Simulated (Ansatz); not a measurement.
The calculation used Ansatz 0.2.0, DFT PBE, scalar-relativistic, plane waves, PAW. Settings: cutoff 420 eV, Γ-centred meshes spaced at most about 0.3 Å⁻¹, and about 0.25 Å⁻¹ or finer for metals (2π included), Gaussian smearing. No spin polarisation.

Energies over the elements count from the elements' standard structures at the same level, with no fitted energy shifts.

Temperature and zero-point effects are left out. Only the structures computed here compete, so a lower one can exist. Spin–orbit coupling, which can matter for Te, is left out. The reference form of Te is held partly by dispersion forces, which this level lacks.

A search for Mg₇Te gave 4 distinct relaxed structures. Coordination counts Mg atoms around Te (those within 1.25 times the shortest such distance or 1.15 times the sum of covalent radii; a plus sign parts nearer from farther groups). Cells relaxed within their symmetry can be saddle points.

Q: What is the best candidate for Mg₇Te?

A: The one with Mg and Te ordered on fcc sites, space group Fm-3m (No. 225), reached from: a cell proposed by chemical analogy. It has a = 9.104 Å, 23.6 Å³/atom, no gap on the mesh. Mg on a site of symmetry mmm has 10 Mg at 3.22 Å and 2 Te at 3.22 Å; around Mg on a site of symmetry m-3m lie 12 Mg at 3.22 Å; Te is surrounded by 12 Mg at 3.22 Å. Its energy over the elements is −0.12 eV/atom. A negative formation energy is needed for stability but isn't enough: competing phases decide. An observed structure of this formula, if there is one, may be missing.

```cif
data_structure
_symmetry_space_group_name_H-M 'P 1'
_symmetry_Int_Tables_number 1
_cell_length_a 6.4373
_cell_length_b 6.4373
_cell_length_c 6.4373
_cell_angle_alpha 60.000
_cell_angle_beta 60.000
_cell_angle_gamma 60.000
_cell_volume 188.62
loop_
_atom_site_label
_atom_site_type_symbol
_atom_site_fract_x
_atom_site_fract_y
_atom_site_fract_z
_atom_site_occupancy
Mg1 Mg 0.50000 0.00000 0.50000 1
Mg2 Mg 0.50000 0.00000 0.00000 1
Mg3 Mg 0.50000 0.50000 0.00000 1
Mg4 Mg 0.00000 0.50000 0.00000 1
Mg5 Mg 0.00000 0.50000 0.50000 1
Mg6 Mg 0.00000 0.00000 0.50000 1
Mg7 Mg 0.00000 0.00000 0.00000 1
Te1 Te 0.50000 0.50000 0.50000 1
```

Q: How much higher is the Im-3m structure with 23.8 Å³/atom and coordination Te 8+6 (reached from: a cell proposed by chemical analogy)?

A: 85 meV/atom. It has no gap on its mesh.

Q: How much higher is the P6_3/mmc structure with 23.6 Å³/atom and coordination Te 12 (reached from: a cell proposed by chemical analogy)?

A: 37 meV/atom. It has no gap on its mesh.
